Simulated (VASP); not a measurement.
# GaP in VASP: notebook, part 2 of 3

VASP 6.6.1.

**3. Work function, PBEsol**

This run uses another cell than the first one, of 24.27 Å³/atom, 0.627 times its volume.

Input file INCAR:

```
ALGO = Normal
DIPOL = 0.5 0.5 0.500
EDIFF = 1E-7
ENCUT = 520
GGA = PS
IDIPOL = 3
ISIF = 2
ISMEAR = 0
KPAR = 8
LASPH = T
LCHARG = T
LDIPOL = T
LREAL = F
LVACPOTAV = T
LVHAR = T
LWAVE = F
NELM = 100
PREC = Accurate
SIGMA = 0.05
```

Input file KPOINTS:

```
k-points
0
Gamma
  4 6 1
```

Input file POSCAR:

```
GaP
1.0
    5.4505000000      0.0000000000      0.0000000000
    0.0000000000      3.8540855110      0.0000000000
    0.0000000000      0.0000000000     18.4892992855
Ga P
8 8
Direct
    0.5000000000      0.5000000000      0.1352133448
    0.0000000000      1.0000000000      0.2394381035
    0.5000000000      0.5000000000      0.3436628621
    0.0000000000      1.0000000000      0.4478876207
    0.5000000000      0.5000000000      0.5521123793
    0.0000000000      0.0000000000      0.6563371379
    0.5000000000      0.5000000000      0.7605618965
    0.0000000000      1.0000000000      0.8647866552
    0.7500000000      0.0000000000      0.1352133448
    0.2500000000      0.5000000000      0.2394381035
    0.7500000000      0.0000000000      0.3436628621
    0.2500000000      0.5000000000      0.4478876207
    0.7500000000      1.0000000000      0.5521123793
    0.2500000000      0.5000000000      0.6563371379
    0.7500000000      0.0000000000      0.7605618965
    0.2500000000      0.5000000000      0.8647866552
```

Potentials or basis: VASP PAW PBE potentials, release 64 (Ga_d, P).

Launch:

```
cat potpaw_PBE.64/Ga_d/POTCAR potpaw_PBE.64/P/POTCAR > POTCAR
mpirun -np 8 vasp_std > vasp.out
```

OUTCAR:

```text
EDIFF = 1E-7
   ENCUT = 520
   GGA = PS
   ISIF = 2
   ISMEAR = 0
   LASPH = T
   LREAL = F
   NELM = 100
   PREC = Accurate

 ion  position               nearest neighbor table
   1  0.500  0.500  0.135-   9 2.36   9 2.36  10 2.36
   2  0.000  0.000  0.239-  11 2.36  10 2.36  10 2.36   9 2.36
   3  0.500  0.500  0.344-  10 2.36  12 2.36  11 2.36  11 2.36
   4  0.000  0.000  0.448-  13 2.36  11 2.36  12 2.36  12 2.36
   5  0.500  0.500  0.552-  12 2.36  14 2.36  13 2.36  13 2.36
   6  0.000  0.000  0.656-  15 2.36  13 2.36  14 2.36  14 2.36
   7  0.500  0.500  0.761-  14 2.36  15 2.36  15 2.36  16 2.36
   8  0.000  0.000  0.865-  16 2.36  16 2.36  15 2.36
   9  0.750  0.000  0.135-   1 2.36   1 2.36   2 2.36
  10  0.250  0.500  0.239-   3 2.36   2 2.36   2 2.36   1 2.36
  11  0.750  0.000  0.344-   2 2.36   4 2.36   3 2.36   3 2.36
  12  0.250  0.500  0.448-   5 2.36   3 2.36   4 2.36   4 2.36
  13  0.750  0.000  0.552-   4 2.36   6 2.36   5 2.36   5 2.36
  14  0.250  0.500  0.656-   7 2.36   5 2.36   6 2.36   6 2.36
  15  0.750  0.000  0.761-   6 2.36   7 2.36   7 2.36   8 2.36
  16  0.250  0.500  0.865-   8 2.36   8 2.36   7 2.36

[... 213 lines left out ...]
 k-point     1 :       0.0000    0.0000    0.0000
  band No.  band energies     occupation
      1     -11.7911      2.00000
      2     -11.7908      2.00000
      3     -11.7841      2.00000
      4     -11.7838      2.00000
      5     -11.7504      2.00000
      6     -11.7314      2.00000
[... 1033 lines left out ...]
     83       7.4100      0.00000
     84       7.4102      0.00000
 [bands above 84 left out]

------------------------ aborting loop because EDIFF is reached ----------------------------------------

  FORCE on cell =-STRESS in cart. coord.  units (eV):
  Direction    XX          YY          ZZ          XY          YZ          ZX
  --------------------------------------------------------------------------------------
  -------------------------------------------------------------------------------------
  Total       -4.1715810     -3.8538965     -1.1039240      0.0000000      0.0000000      0.0000000
  in kB      -17.2081081    -15.8976336     -4.5537754      0.0000000      0.0000000      0.0000000
  external PRESSURE =     -12.5531724 kB  Pullay stress =       0.0000000 kB

 VOLUME and BASIS-vectors are now :
 -----------------------------------------------------------------------------
  energy-cutoff  :      520.00
  volume of cell :      388.40
      direct lattice vectors                 reciprocal lattice vectors
     5.450500000  0.000000000  0.000000000     0.183469406  0.000000000  0.000000000
     0.000000000  3.854085511  0.000000000     0.000000000  0.259464923  0.000000000
     0.000000000  0.000000000 18.489299285     0.000000000  0.000000000  0.054085338

 POSITION                                       TOTAL-FORCE (eV/Angst)
 -----------------------------------------------------------------------------------
      2.72525      1.92704      2.50000         1.292222      0.000000      1.443187
      0.00000      0.00000      4.42704        -0.314875      0.000000      0.190925
      2.72525      1.92704      6.35409         0.270636      0.000000      0.126349
      0.00000      0.00000      8.28113        -0.032910      0.000000     -0.009835
      2.72525      1.92704     10.20817        -0.032910      0.000000      0.009835
      0.00000      0.00000     12.13521         0.270636      0.000000     -0.126349
[... 8 lines left out ...]
      4.08788      0.00000     14.06226        -0.683318      0.000000      0.530319
      1.36262      1.92704     15.98930        -0.426881      0.000000      1.307803
 -----------------------------------------------------------------------------------
    total drift:                               -0.001342     -0.000000      0.000000

  FREE ENERGIE OF THE ION-ELECTRON SYSTEM (eV)
  ---------------------------------------------------
  free  energy   TOTEN  =       -75.6623715887 eV

  energy  without entropy=      -75.6623715887  energy(sigma->0) =      -75.66237159
```

stdout:

```text
POSCAR found type information on POSCAR GaP
 POSCAR found :  2 types and      16 ions
 scaLAPACK will be used
 -----------------------------------------------------------------------------
|                                                                             |
[... 92 lines left out ...]
|     field-free region was found. Please increase the size of  your cell     |
|     in the dimension of the dipole correction to obtain accurate            |
|     workfunction values.                                                    |
|                                                                             |
 -----------------------------------------------------------------------------
```

Wall time 3 min (8 MPI ranks of Intel Xeon Platinum 8488C (Sapphire Rapids), shared host); peak memory 0.58 GiB.

What came out:

* Free energy: -75.6624 eV
* Largest force: 1.937 eV/Å
* Band gap on the k mesh: 0.63 eV, indirect (least direct gap 0.73 eV)

Forces in eV/Å, atoms in the order of the input:
```
Ga   1.292  0.000  1.443
Ga  -0.315  0.000  0.191
Ga   0.271  0.000  0.126
Ga  -0.033  0.000 -0.010
Ga  -0.033  0.000  0.010
Ga   0.271  0.000 -0.126
Ga  -0.315  0.000 -0.191
Ga   1.292  0.000 -1.443
P   -0.427  0.000 -1.308
P   -0.683  0.000 -0.530
P   -0.037  0.000  0.125
P   -0.068  0.000 -0.103
P   -0.068  0.000  0.103
P   -0.037  0.000 -0.125
P   -0.683  0.000  0.530
P   -0.427  0.000  1.308
```

Levels at points of the mesh, in eV from the valence-band top:
```csv
k point,band 68,band 69,band 70,band 71,band 72,band 73,band 74,band 75,band 76,band 77
"(0.00, 0.00, 0.00)",-0.35,-0.08,-0.01,-0.01,0.00,0.73,1.26,1.71,2.06,2.51
"(0.50, 0.00, 0.00)",-1.25,-0.79,-0.79,-0.30,-0.30,0.77,0.77,1.99,1.99,2.52
"(0.00, 0.50, 0.00)",-2.23,-1.72,-1.72,-0.27,-0.27,0.75,0.75,1.86,1.86,2.02
"(0.50, 0.50, 0.00)",-1.72,-1.27,-1.27,-0.30,-0.30,0.63,0.63,2.52,2.52,3.42
```

Caveat: the PAW data sets were made with another functional, which shifts forces and pressure a little.

**4. Work function, PBEsol**

This run uses another cell than the first one, of 30.84 Å³/atom, 0.797 times its volume.

INCAR is that of step 3.

KPOINTS is that of step 3.

Input file POSCAR:

```
GaP
1.0
    5.4505000000      0.0000000000      0.0000000000
    0.0000000000      3.8540855110      0.0000000000
    0.0000000000      0.0000000000     23.4892992855
Ga P
8 8
Direct
    0.5000000000      0.5000000000      0.2128628845
    0.0000000000      1.0000000000      0.2949020603
    0.5000000000      0.5000000000      0.3769412362
    0.0000000000      1.0000000000      0.4589804121
    0.5000000000      0.5000000000      0.5410195879
    0.0000000000      0.0000000000      0.6230587638
    0.5000000000      0.5000000000      0.7050979397
    0.0000000000      1.0000000000      0.7871371155
    0.7500000000      0.0000000000      0.2128628845
    0.2500000000      0.5000000000      0.2949020603
    0.7500000000      0.0000000000      0.3769412362
    0.2500000000      0.5000000000      0.4589804121
    0.7500000000      1.0000000000      0.5410195879
    0.2500000000      0.5000000000      0.6230587638
    0.7500000000      0.0000000000      0.7050979397
    0.2500000000      0.5000000000      0.7871371155
```

Potentials or basis: VASP PAW PBE potentials, release 64 (Ga_d, P).

Launch:

```
cat potpaw_PBE.64/Ga_d/POTCAR potpaw_PBE.64/P/POTCAR > POTCAR
mpirun -np 8 vasp_std > vasp.out
```

OUTCAR:

```text
EDIFF = 1E-7
   ENCUT = 520
   GGA = PS
   ISIF = 2
   ISMEAR = 0
   LASPH = T
   LREAL = F
   NELM = 100
   PREC = Accurate

 ion  position               nearest neighbor table
   1  0.500  0.500  0.213-  10 2.36   9 2.36   9 2.36
   2  0.000  0.000  0.295-   9 2.36  10 2.36  10 2.36  11 2.36
   3  0.500  0.500  0.377-  11 2.36  11 2.36  12 2.36  10 2.36
   4  0.000  0.000  0.459-  13 2.36  12 2.36  12 2.36  11 2.36
   5  0.500  0.500  0.541-  12 2.36  13 2.36  13 2.36  14 2.36
   6  0.000  0.000  0.623-  14 2.36  14 2.36  15 2.36  13 2.36
   7  0.500  0.500  0.705-  16 2.36  15 2.36  15 2.36  14 2.36
   8  0.000  0.000  0.787-  15 2.36  16 2.36  16 2.36
   9  0.750  0.000  0.213-   2 2.36   1 2.36   1 2.36
  10  0.250  0.500  0.295-   1 2.36   2 2.36   2 2.36   3 2.36
  11  0.750  0.000  0.377-   3 2.36   3 2.36   4 2.36   2 2.36
  12  0.250  0.500  0.459-   5 2.36   4 2.36   4 2.36   3 2.36
  13  0.750  0.000  0.541-   4 2.36   5 2.36   5 2.36   6 2.36
  14  0.250  0.500  0.623-   6 2.36   6 2.36   7 2.36   5 2.36
  15  0.750  0.000  0.705-   8 2.36   7 2.36   7 2.36   6 2.36
  16  0.250  0.500  0.787-   7 2.36   8 2.36   8 2.36

  LATTYP: Found a simple orthorhombic cell.
 ALAT       =     3.8540855110
 B/A-ratio  =     1.4142135623
 C/A-ratio  =     6.0946492283

  Lattice vectors:

 A1 = (   0.0000000000,  -3.8540855110,   0.0000000000)
 A2 = (   5.4505000000,   0.0000000000,   0.0000000000)
 A3 = (   0.0000000000,   0.0000000000,  23.4892992855)

Analysis of symmetry for initial positions (statically):
=====================================================================
 Subroutine PRICEL returns:
 Original cell was already a primitive cell.

 Routine SETGRP: Setting up the symmetry group for a
 simple orthorhombic supercell.

 Subroutine GETGRP returns: Found  4 space group operations
 (whereof  2 operations were pure point group operations)
 out of a pool of  8 trial point group operations.

The static configuration has the point symmetry C_1h.
 The point group associated with its full space group is C_2v.

Analysis of symmetry for dynamics (positions and initial velocities):
[... 158 lines left out ...]
 non-spin polarized calculation
 Gauss-broadening in eV      SIGMA  =   0.05
  energy-cutoff  :      520.00
  volume of cell :      493.43
 maximum number of plane-waves:     13350
 NGX is ok and might be reduce to    42
   NGX = 21   NGY = 15   NGZ = 87

 dipolmoment           0.000000      0.000000     -0.000000 electrons x Angstroem

 number of electron     143.9999988 magnetization

 dipolmoment           0.000000      0.000000      0.000000 electrons x Angstroem

 Free energy of the ion-electron system (eV)
  ---------------------------------------------------
  ext. energy  EPLUGINS =         0.00000000
  ---------------------------------------------------
  free energy    TOTEN  =       -75.62497192 eV

  energy without entropy =      -75.62497192  energy(sigma->0) =      -75.62497192

 E-fermi :   1.4790     XC(G=0):  -7.2057

 val. band max:        1.2498851587   @ k =   0.0000   0.0000   0.0000
 cond. band min:       1.9066709003   @ k =   0.5000   0.5000   0.0000
 fundamental gap:      0.6567857416
 Fermi energy:         1.4789645784

 k-point     1 :       0.0000    0.0000    0.0000
  band No.  band energies     occupation
      1     -13.4709      2.00000
      2     -13.4705      2.00000
      3     -13.4631      2.00000
      4     -13.4629      2.00000
      5     -13.4360      2.00000
      6     -13.4163      2.00000
[... 1033 lines left out ...]
     83       5.7247      0.00000
     84       5.7247      0.00000
 [bands above 84 left out]

------------------------ aborting loop because EDIFF is reached ----------------------------------------

  FORCE on cell =-STRESS in cart. coord.  units (eV):
  Direction    XX          YY          ZZ          XY          YZ          ZX
  --------------------------------------------------------------------------------------
  -------------------------------------------------------------------------------------
  Total       -4.1210062     -3.8144582     -0.8706841      0.0000000      0.0000000      0.0000000
  in kB      -13.3809237    -12.3855612     -2.8271148      0.0000000      0.0000000      0.0000000
  external PRESSURE =      -9.5311999 kB  Pullay stress =       0.0000000 kB

 VOLUME and BASIS-vectors are now :
 -----------------------------------------------------------------------------
  energy-cutoff  :      520.00
  volume of cell :      493.43
      direct lattice vectors                 reciprocal lattice vectors
     5.450500000  0.000000000  0.000000000     0.183469406  0.000000000  0.000000000
     0.000000000  3.854085511  0.000000000     0.000000000  0.259464923  0.000000000
     0.000000000  0.000000000 23.489299285     0.000000000  0.000000000  0.042572577

 POSITION                                       TOTAL-FORCE (eV/Angst)
 -----------------------------------------------------------------------------------
      2.72525      1.92704      5.00000         1.299723      0.000000      1.491775
      0.00000      0.00000      6.92704        -0.314603      0.000000      0.188977
      2.72525      1.92704      8.85409         0.274141      0.000000      0.122604
      0.00000      0.00000     10.78113        -0.029442      0.000000     -0.011797
      2.72525      1.92704     12.70817        -0.029442      0.000000      0.011797
      0.00000      0.00000     14.63521         0.274141      0.000000     -0.122604
[... 8 lines left out ...]
      4.08788      0.00000     16.56226        -0.688953      0.000000      0.523023
      1.36262      1.92704     18.48930        -0.423783      0.000000      1.282959
 -----------------------------------------------------------------------------------
    total drift:                               -0.000828     -0.000000      0.000000

  FREE ENERGIE OF THE ION-ELECTRON SYSTEM (eV)
  ---------------------------------------------------
  free  energy   TOTEN  =       -75.6249719167 eV

  energy  without entropy=      -75.6249719167  energy(sigma->0) =      -75.62497192

 vacuum level on the upper side and lower side of the slab         6.240         6.240
```

OSZICAR:

```text
N       E                     dE             d eps       ncg     rms          rms(c)
DAV:   1     0.150092795518E+04    0.15009E+04   -0.62432E+04  2308   0.213E+03
DAV:   2     0.234540194075E+03   -0.12664E+04   -0.12196E+04  2176   0.620E+02
DAV:   3    -0.510751663659E+02   -0.28562E+03   -0.27069E+03  2560   0.204E+02
[... 16 lines left out ...]
DAV:  20    -0.756249675006E+02   -0.37702E-05   -0.67943E-07  2092   0.594E-03    0.232E-03
DAV:  21    -0.756249710120E+02   -0.35113E-05   -0.15015E-06  2506   0.796E-03    0.125E-03
DAV:  22    -0.756249717353E+02   -0.72337E-06   -0.30177E-07  1824   0.519E-03    0.665E-04
DAV:  23    -0.756249718743E+02   -0.13898E-06   -0.60188E-08  1486   0.138E-03    0.307E-04
DAV:  24    -0.756249719167E+02   -0.42361E-07   -0.18888E-08  1328   0.104E-03
   1 F= -.75624972E+02 E0= -.75624972E+02  d E =-.156078E-11
```

Run time: 4 min. Hardware: 8 MPI ranks of Intel Xeon Platinum 8488C (Sapphire Rapids), shared host; peak memory 0.7 GiB.

What came out:

```yaml
Free_energy: -75.6250 eV
Largest_force: 1.979 eV/Å
Band_gap_on_the_k_mesh: 0.66 eV, indirect (least direct gap 0.77 eV)
Ionisation_potential_of_the_upper_face: 4.99 eV
```

Forces on the atoms (eV/Å):
```
Ga   1.300  0.000  1.492
Ga  -0.315  0.000  0.189
Ga   0.274  0.000  0.123
Ga  -0.029  0.000 -0.012
Ga  -0.029  0.000  0.012
Ga   0.274  0.000 -0.123
Ga  -0.315  0.000 -0.189
Ga   1.300  0.000 -1.492
P   -0.424  0.000 -1.283
P   -0.689  0.000 -0.523
P   -0.043  0.000  0.124
P   -0.074  0.000 -0.096
P   -0.074  0.000  0.096
P   -0.043  0.000 -0.124
P   -0.689  0.000  0.523
P   -0.424  0.000  1.283
```

Caveat: the PAW data sets were made with another functional, which shifts forces and pressure a little.

[end of part 2 of 3]
